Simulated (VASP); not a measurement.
# Ba: single point with PBE

The system is Ba.

```
Ba
1.0
     6.99607    0.00000    0.00000
    -3.49803    6.05877    0.00000
     0.00000    0.00000    3.90939
Ba
2
Direct
  0.33333 0.66667 0.50000
  0.66667 0.33333 0.50000
```

This isn't the form of Ba at room conditions, which is bcc.

```yaml
Program: VASP 6.6.1
Task: single point
Functional: PBE
Potentials_or_basis: VASP PAW PBE potentials, release 64 (Ba_sv)
Cutoff: 520 eV
k_mesh: 4 × 4 × 6
Occupations: methfessel-paxton, width 0.1 eV
Spin: no spin polarisation
Dipole_correction: no
Further_INCAR_settings: ALGO = Normal; EDIFF = 1e-06; NBANDS = 17
```

- Pressure: 0.4 GPa
- Band gap on the k mesh: none (metal or under the smearing width)

Stress tensor (GPa, compression positive):
```
0.45 0.00 0.00
0.00 0.45 0.00
0.00 0.00 0.38
```

Levels at points of the mesh, in eV from the Fermi level:
| k point | band 7 | band 8 | band 9 | band 10 | band 11 | band 12 | band 13 | band 14 |
| --- | --- | --- | --- | --- | --- | --- | --- | --- |
| (0.00, 0.00, 0.00) | -14.03 | -13.95 | -2.20 | 0.15 | 0.32 | 0.77 | 0.77 | 1.02 |
| (0.50, 0.00, 0.00) | -14.00 | -13.97 | -1.35 | -0.68 | -0.13 | 0.56 | 0.56 | 0.81 |
| (0.00, 0.00, 0.50) | -14.20 | -14.20 | -0.19 | -0.19 | -0.11 | 1.08 | 1.42 | 1.42 |
| (0.50, 0.00, 0.50) | -14.29 | -14.16 | -0.43 | -0.33 | 0.57 | 0.79 | 0.90 | 1.33 |

Wall time 41 s on 1 thread of Intel(R) Xeon(R) Platinum 8488C (Sapphire Rapids) (shared host), peak memory 0.27 GiB.

The run has no spin-orbit coupling, so splittings on Ba are missing.
